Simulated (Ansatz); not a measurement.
# LaAlO3, carrier doping

The reference is LaAlO3 in the cubic perovskite structure (space group Pm-3m, No. 221).

```yaml
crystal:
  lattice:
    - [3.81241, 0.00000, 0.00000]
    - [0.00000, 3.81241, 0.00000]
    - [0.00000, 0.00000, 3.81241]
  atoms:
    - { symbol: La, position: [0.00000, 0.00000, 0.00000] }
    - { symbol: Al, position: [0.50000, 0.50000, 0.50000] }
    - { symbol: O, position: [0.00000, 0.50000, 0.50000] }
    - { symbol: O, position: [0.50000, 0.50000, 0.00000] }
    - { symbol: O, position: [0.50000, 0.00000, 0.50000] }
```

Carriers are added at fixed cell with a uniform background; the Fermi–Dirac width is that of 300 K.

Level of theory: plane-wave PAW DFT at the PBE level (Ansatz, a quantum-chemistry and plane-wave program, 420 eV), no SOC.

Notes on the quantities. Fermi level from band edge: Fermi level relative to the doped band's edge (positive inside the band; to 0.05 eV).

```
case                      gap between the host's bands  Fermi level from band edge
------------------------  ----------------------------  --------------------------
undoped                                        3.50 eV                           –
electrons 5.0×10^21 cm⁻³                       3.58 eV                    +0.80 eV
electrons 7.0×10^21 cm⁻³                       3.63 eV                    +1.00 eV
electrons 1.0×10^22 cm⁻³                       3.69 eV                    +1.20 eV
electrons 2.0×10^22 cm⁻³                       3.92 eV                    +1.85 eV
holes 5.0×10^21 cm⁻³                           3.72 eV                    +0.15 eV
holes 7.0×10^21 cm⁻³                           3.81 eV                    +0.15 eV
holes 1.0×10^22 cm⁻³                           3.96 eV                    +0.20 eV
holes 2.0×10^22 cm⁻³                           4.45 eV                    +0.30 eV
```

Carriers are added with a uniform compensating background; total energy and stress of such cells depend on the potential's zero and are not compared; many-body gap narrowing is missing at this level. No phonon test of stability was made. Many cubic perovskites are stable only at high temperature; tilts and polar distortions were not tested.
